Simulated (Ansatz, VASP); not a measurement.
**Two plane-wave programs on ZnS**

The input INCAR:

```
SYSTEM = ZnS
PREC = Accurate
ENCUT = 520
EDIFF = 1E-6
ISMEAR = 0
SIGMA = 0.05
LREAL = .FALSE.
LASPH = .TRUE.
NELM = 60
ALGO = Normal
ISIF = 2
LWAVE = .FALSE.
LCHARG = .FALSE.
GGA = PE
NBANDS = 16
```

Contents of KPOINTS:

```
regular mesh
0
G
  8 8 8
  0 0 0
```

POSCAR

```
ZnS
1.0
    0.0000000000      2.6472099508      2.6472099508
    2.6472099508      0.0000000000      2.6472099508
    2.6472099508      2.6472099508      0.0000000000
Zn S
1 1
Direct
    0.2500000000      0.2500000000      0.2500000000
    0.0000000000      0.0000000000      0.0000000000
```

Input for Ansatz:

```yaml
crystal:
  lattice:
    - [0.0, 2.6472099508, 2.6472099508]
    - [2.6472099508, 0.0, 2.6472099508]
    - [2.6472099508, 2.6472099508, 0.0]
  atoms:
    - { symbol: Zn, position: [0.25, 0.25, 0.25] }
    - { symbol: S, position: [0.0, 0.0, 0.0] }
basis:
  ecutwfc: 420
  ecutrho_ratio: 4
kpoints:
  mp_grid: { grid: [8, 8, 8] }
hamiltonian:
  xc: pbe
scf:
  occupations: { method: gaussian, width: 0.05 }
output:
  forces: true
  stress: true
  eigenvalues: true
```

Alike in both runs: task single point; functional PBE; k mesh 8 × 8 × 8; occupations gaussian, width 0.05 eV; no spin polarisation.

|  | VASP | Ansatz |
| --- | --- | --- |
| version | VASP 6.6.1 | Ansatz 0.2.0 |
| potentials or method | VASP PAW PBE potentials, release 64 (Zn, S) | scalar-relativistic, plane waves, PAW |
| plane-wave cutoff (eV) | 520 | 420 |
| valence electrons in the cell | 18 | 18 |

VASP gave:

```
gap on the k mesh at the Fermi level (eV) : 2.39
least direct gap on the mesh (eV)         : 2.39
pressure (GPa)                            : 7.1
```

Q: Which values does Ansatz return?

A: gap on the k mesh at the Fermi level (eV): 2.38; least direct gap on the mesh (eV): 2.38; pressure (GPa): 7.0.

A hybrid or GW would open this gap; PBE tends to underestimate it.
